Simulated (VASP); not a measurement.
# CaSe in VASP: one cell, several levels of theory, part 1 of 2

CaSe in the rocksalt structure, under +3.0 % biaxial strain in x and y, free along z is computed at one geometry. Runs: PBE, r2SCAN.

The runs shown are made with VASP 6.6.1. PAW datasets, plane waves. The values are computed, spin-unpolarised, and not measurements.

### 1 The structure to begin with

The cell comes from an earlier relaxation with r2SCAN in another program, then strained, with the atoms relaxed again.

The symmetry is I4/mmm (No. 139, tetragonal); a = 4.323 Å, c = 5.876 Å in the conventional setting, 27.45 Å³ an atom. Around Ca lie 6 Se at 2.94–3.06 Å; around Se lie 6 Ca at 2.94–3.06 Å.

The structure in full:

Space group I4/mmm (No. 139). a = 4.323 Å, b = 4.323 Å, c = 5.876 Å, α = 90.00°, β = 90.00°, γ = 90.00°
```csv
atom,site,symmetry,x,y,z
Ca,2a,4/mmm,0.0000,0.0000,0.0000
Se,2b,4/mmm,0.0000,0.0000,0.5000
```

### 2 Single point with PBE

Contents of INCAR:

```
ENCUT = 520.000000
SIGMA = 0.020000
EDIFF = 1.00e-07
GGA = PE
PREC = Accurate
IBRION = -1
ISIF = 2
ISMEAR = -1
NBANDS = 15
NELM = 120
NSW = 0
LASPH = .TRUE.
LCHARG = .FALSE.
LWAVE = .FALSE.
LREAL = .FALSE.
```

Contents of KPOINTS:

```
KPOINTS created by Atomic Simulation Environment
0
Gamma
8 8 8
0 0 0
```

Contents of KPOINTS_OPT:

```
special points
7
Reciprocal
0.0000000000 0.0000000000 0.0000000000 1
0.5000000000 0.0000000000 0.5000000000 1
0.6250000000 0.2500000000 0.6250000000 1
0.3750000000 0.3750000000 0.7500000000 1
0.5000000000 0.5000000000 0.5000000000 1
0.5000000000 0.2500000000 0.7500000000 1
0.5000000000 0.5000000000 0.0000000000 1
```

Contents of POSCAR:

```
Ca Se
 1.0000000000000000
     0.0000000000000000    3.0565611637000001    2.9378032961999998
     3.0565611637000001    0.0000000000000000    2.9378032961999998
     3.0565611637000001    3.0565611637000001    0.0000000000000000
 Ca  Se
   1   1
Cartesian
  0.0000000000000000  0.0000000000000000  0.0000000000000000
  3.0565611636999996  3.0565611636999996  2.9378032961999994
```

The run uses the recommended PBE PAW datasets (16 valence electrons a neutral cell).

The run is started by

```bash
$ mpirun -np 1 vasp_std
```

Printed to the terminal (iteration lines stand in OSZICAR):

```text
POSCAR found type information on POSCAR CaSe
 POSCAR found :  2 types and       2 ions
 LDA part: xc-table for (Slater+PW92), standard interpolation
 POSCAR, INCAR and KPOINTS ok, starting setup
 FFT: planning ... GRIDC
 FFT: planning ... GRID_SOFT
 FFT: planning ... GRID
 WAVECAR not read
 entering main loop
 Start KPOINTS_OPT (optional k-point list driver)
k-point batch [1-7\7]
```

OSZICAR:

```text
N       E                     dE             d eps       ncg     rms          rms(c)
DAV:   1     0.106296322904E+03    0.10630E+03   -0.73353E+03  1770   0.966E+02
DAV:   2    -0.480675671671E+01   -0.11110E+03   -0.10564E+03  2204   0.242E+02
DAV:   3    -0.938782809278E+01   -0.45811E+01   -0.45349E+01  2426   0.465E+01
DAV:   4    -0.961782683036E+01   -0.23000E+00   -0.22988E+00  2445   0.873E+00
DAV:   5    -0.961967261743E+01   -0.18458E-02   -0.18457E-02  2402   0.801E-01    0.428E+00
DAV:   6    -0.946553202777E+01    0.15414E+00   -0.21377E-01  2050   0.239E+00    0.252E+00
DAV:   7    -0.945906930454E+01    0.64627E-02   -0.10436E-01  2318   0.199E+00    0.843E-01
DAV:   8    -0.946361801534E+01   -0.45487E-02   -0.13151E-02  1840   0.866E-01    0.121E-01
DAV:   9    -0.946371407747E+01   -0.96062E-04   -0.71531E-04  2341   0.255E-01    0.521E-02
DAV:  10    -0.946385641519E+01   -0.14234E-03   -0.18102E-04  1917   0.821E-02    0.158E-02
DAV:  11    -0.946387936622E+01   -0.22951E-04   -0.52330E-05  2155   0.610E-02    0.112E-02
DAV:  12    -0.946387815829E+01    0.12079E-05   -0.25770E-06  2227   0.114E-02    0.536E-03
DAV:  13    -0.946387770712E+01    0.45117E-06   -0.12121E-06  2232   0.676E-03    0.125E-03
DAV:  14    -0.946387774852E+01   -0.41401E-07   -0.24566E-08  1095   0.102E-03
   1 F= -.94638777E+01 E0= -.94638777E+01  d E =-.249345E-13
       N       E                     dE             ncg
DAV:   1     0.105925281985E+04   -0.37473E+04      210
DAV:   2     0.286460258034E+03   -0.77279E+03      259
DAV:   3     0.255511823800E+03   -0.30948E+02      259
DAV:   4     0.253940740379E+03   -0.15711E+01      288
DAV:   5     0.253934722612E+03   -0.60178E-02      294
DAV:   6     0.253934620343E+03   -0.10227E-03      273
DAV:   7     0.253934619725E+03   -0.61837E-06      294
DAV:   8     0.253934619704E+03   -0.21133E-07      191
```

The lines after F= are the extra pass for the points of KPOINTS_OPT, at fixed density; their E is not a total energy.

From OUTCAR:

```text
k-points           NKPTS =     59   k-points in BZ     NKDIM =     59   number of bands    NBANDS=     15

   NELECT =      16.0000    total number of electrons

   dimension x,y,z NGX =    32 NGY =   32 NGZ =   32
   dimension x,y,z NGXF=    64 NGYF=   64 NGZF=   64

  energy-cutoff  :      520.00
  volume of cell :       54.89
      direct lattice vectors                 reciprocal lattice vectors
     0.000000000  3.056561164  2.937803296    -0.163582527  0.163582527  0.170195193
     3.056561164  0.000000000  2.937803296     0.163582527 -0.163582527  0.170195193
     3.056561164  3.056561164  0.000000000     0.163582527  0.163582527 -0.170195193

 k-points in reciprocal lattice and weights: KPOINTS created by Atomic Simulation Env
   0.00000000  0.00000000  0.00000000       0.002
   0.12500000  0.00000000  0.00000000       0.016
   0.25000000  0.00000000  0.00000000       0.016
   0.37500000  0.00000000  0.00000000       0.016
   0.50000000  0.00000000  0.00000000       0.008
   0.12500000  0.12500000  0.00000000       0.004
   0.25000000  0.12500000  0.00000000       0.016
   0.37500000  0.12500000  0.00000000       0.016
[... 51 more k-points ...]

 E-fermi :   2.5763

 k-point     1 :       0.0000    0.0000    0.0000
  band No.  band energies     occupation
      1     -37.8759      2.00000
      2     -18.8649      2.00000
      3     -18.8649      2.00000
      4     -18.8514      2.00000
      5      -9.5552      2.00000
      6       2.0508      2.00000
      7       2.0508      2.00000
      8       2.0511      2.00000
      9       5.0401      0.00000
     10       5.6920      0.00000
     11       5.6920      0.00000
     12       5.9320      0.00000
     13       6.2181      0.00000
     14       6.4026      0.00000
     15      11.6879      0.00000

 k-point     2 :       0.1250    0.0000    0.0000
  band No.  band energies     occupation
      1     -37.8752      2.00000
      2     -18.8749      2.00000
      3     -18.8662      2.00000
      4     -18.8548      2.00000
      5      -9.4751      2.00000
      6       1.3253      2.00000
      7       1.8355      2.00000
      8       1.8400      2.00000
      9       5.5088      0.00000
     10       5.9013      0.00000
     11       5.9926      0.00000
     12       6.1644      0.00000
     13       6.5755      0.00000
     14       6.8049      0.00000
     15      11.7519      0.00000

 k-point     3 :       0.2500    0.0000    0.0000
  band No.  band energies     occupation
      1     -37.8735      2.00000
      2     -18.9043      2.00000
      3     -18.8694      2.00000
      4     -18.8575      2.00000
      5      -9.2726      2.00000
      6       0.1685      2.00000
      7       1.4174      2.00000
      8       1.4257      2.00000
      9       5.7119      0.00000
     10       6.4029      0.00000
     11       6.4828      0.00000
     12       7.3234      0.00000
     13       7.4645      0.00000
     14       7.8057      0.00000
     15      11.1116      0.00000

 k-point     4 :       0.3750    0.0000    0.0000
  band No.  band energies     occupation
      1     -37.8717      2.00000
      2     -18.9343      2.00000
      3     -18.8726      2.00000
      4     -18.8592      2.00000
      5      -9.0545      2.00000
      6      -0.6981      2.00000
      7       1.0841      2.00000
      8       1.0925      2.00000
      9       6.0754      0.00000
     10       7.0583      0.00000
     11       7.0598      0.00000
     12       7.7894      0.00000
     13       8.4417      0.00000
     14       8.6927      0.00000
     15      10.5976      0.00000

 k-point     5 :       0.5000    0.0000    0.0000
  band No.  band energies     occupation
      1     -37.8710      2.00000
      2     -18.9466      2.00000
      3     -18.8739      2.00000
      4     -18.8598      2.00000
      5      -8.9587      2.00000
      6      -1.0170      2.00000
      7       0.9622      2.00000
      8       0.9702      2.00000
      9       6.4617      0.00000
     10       7.3389      0.00000
     11       7.4088      0.00000
     12       7.4518      0.00000
     13       9.0698      0.00000
     14       9.3436      0.00000
     15       9.7293      0.00000

 k-point     6 :       0.1250    0.1250    0.0000
  band No.  band energies     occupation
      1     -37.8748      2.00000
      2     -18.8690      2.00000
      3     -18.8690      2.00000
      4     -18.8646      2.00000
      5      -9.4389      2.00000
      6       1.0905      2.00000
      7       1.8065      2.00000
      8       1.8065      2.00000
      9       5.5108      0.00000
     10       5.5812      0.00000
     11       6.2552      0.00000
     12       6.2552      0.00000
     13       6.3257      0.00000
     14       7.6616      0.00000
     15      11.8841      0.00000

 k-point     7 :       0.2500    0.1250    0.0000
  band No.  band energies     occupation
      1     -37.8734      2.00000
      2     -18.8937      2.00000
      3     -18.8734      2.00000
      4     -18.8645      2.00000
      5      -9.2814      2.00000
      6       0.2927      2.00000
      7       1.4305      2.00000
      8       1.5047      2.00000
      9       5.4677      0.00000
     10       6.0980      0.00000
     11       6.5676      0.00000
     12       6.9052      0.00000
     13       6.9891      0.00000
     14       8.8253      0.00000
     15      11.4475      0.00000

 k-point     8 :       0.3750    0.1250    0.0000
  band No.  band energies     occupation
      1     -37.8717      2.00000
      2     -18.9235      2.00000
      3     -18.8766      2.00000
      4     -18.8650      2.00000
      5      -9.0849      2.00000
      6      -0.4567      2.00000
      7       1.0179      2.00000
      8       1.1716      2.00000
      9       5.7015      0.00000
     10       6.9254      0.00000
     11       7.1588      0.00000
     12       7.5956      0.00000
     13       7.7264      0.00000
     14       9.2619      0.00000
     15      10.6048      0.00000

 k-point     9 :       0.5000    0.1250    0.0000
  band No.  band energies     occupation
      1     -37.8707      2.00000
      2     -18.9401      2.00000
      3     -18.8768      2.00000
      4     -18.8670      2.00000
      5      -8.9676      2.00000
      6      -0.8435      2.00000
      7       0.8185      2.00000
      8       0.9792      2.00000
      9       6.2360      0.00000
     10       7.3060      0.00000
     11       7.5021      0.00000
     12       7.6064      0.00000
     13       8.4114      0.00000
     14       9.2516      0.00000
     15      10.0048      0.00000

 k-point    10 :      -0.3750    0.1250    0.0000
  band No.  band energies     occupation
      1     -37.8710      2.00000
      2     -18.9351      2.00000
      3     -18.8740      2.00000
      4     -18.8682      2.00000
      5      -9.0100      2.00000
      6      -0.7206      2.00000
      7       0.8796      2.00000
      8       0.9959      2.00000
      9       6.3491      0.00000
     10       7.0609      0.00000
     11       7.2796      0.00000
     12       7.7825      0.00000
     13       8.2351      0.00000
     14       9.0404      0.00000
     15      10.4064      0.00000

 k-point    11 :      -0.2500    0.1250    0.0000
  band No.  band energies     occupation
      1     -37.8725      2.00000
      2     -18.9132      2.00000
      3     -18.8697      2.00000
      4     -18.8662      2.00000
      5      -9.1821      2.00000
      6      -0.1359      2.00000
      7       1.1779      2.00000
      8       1.2173      2.00000
      9       6.0087      0.00000
     10       6.4367      0.00000
     11       7.0943      0.00000
     12       7.1871      0.00000
     13       7.9376      0.00000
     14       8.3820      0.00000
     15      10.8905      0.00000

 k-point    12 :      -0.1250    0.1250    0.0000
  band No.  band energies     occupation
      1     -37.8742      2.00000
      2     -18.8892      2.00000
      3     -18.8665      2.00000
      4     -18.8596      2.00000
      5      -9.3725      2.00000
      6       0.6812      2.00000
      7       1.5618      2.00000
      8       1.6044      2.00000
      9       5.8715      0.00000
     10       5.9932      0.00000
     11       6.2438      0.00000
     12       6.6044      0.00000
     13       7.2484      0.00000
     14       7.3510      0.00000
     15      11.7911      0.00000

[... the tables of k-points 13 to 59 left out ...]

  Total       -0.8101910     -0.8101910      0.2362097      0.0000000     -0.0000000     -0.0000000
  in kB      -23.6471649    -23.6471649      6.8942881      0.0000000     -0.0000000     -0.0000000
  external PRESSURE =     -13.4666806 kB  Pullay stress =       0.0000000 kB

 POSITION                                       TOTAL-FORCE (eV/Angst)
 -----------------------------------------------------------------------------------
      0.00000      0.00000      0.00000        -0.000000      0.000000      0.000000
      3.05656      3.05656      2.93780         0.000000     -0.000000     -0.000000
 -----------------------------------------------------------------------------------
    total drift:                                0.000000     -0.000000     -0.000000

  FREE ENERGIE OF THE ION-ELECTRON SYSTEM (eV)
  ---------------------------------------------------
  free  energy   TOTEN  =        -9.4638777485 eV

  energy  without entropy=       -9.4638777485  energy(sigma->0) =       -9.46387775
```

Wall time 40 s (1 MPI rank of Intel Xeon Platinum 8488C, shared host); peak memory 0.22 GiB.

The levels at the points of KPOINTS_OPT are read from vasprun.xml.

Band energies at the special points (eV, zero at the top of v, the last band that the electrons fill by count):

| point | v−1 | v | c | c+1 |
| --- | --- | --- | --- | --- |
| Γ | 0.00 | 0.00 | 2.99 | 3.64 |
| X | -0.88 | -0.78 | 2.16 | 4.71 |
| U | -1.91 | -1.01 | 3.33 | 5.44 |
| K | -1.90 | -1.07 | 3.26 | 5.48 |
| L | -1.09 | -1.08 | 4.41 | 5.29 |
| W | -1.79 | -1.49 | 4.26 | 4.26 |

PBE gives an indirect gap of 2.14 eV, from Γ to (0.50, 0.50, 0.00); the least direct gap is 2.95 eV. Pressure: -1.35 GPa; the forces vanish within 0.01 eV/Å.

(Continued in part 2 of 2.)
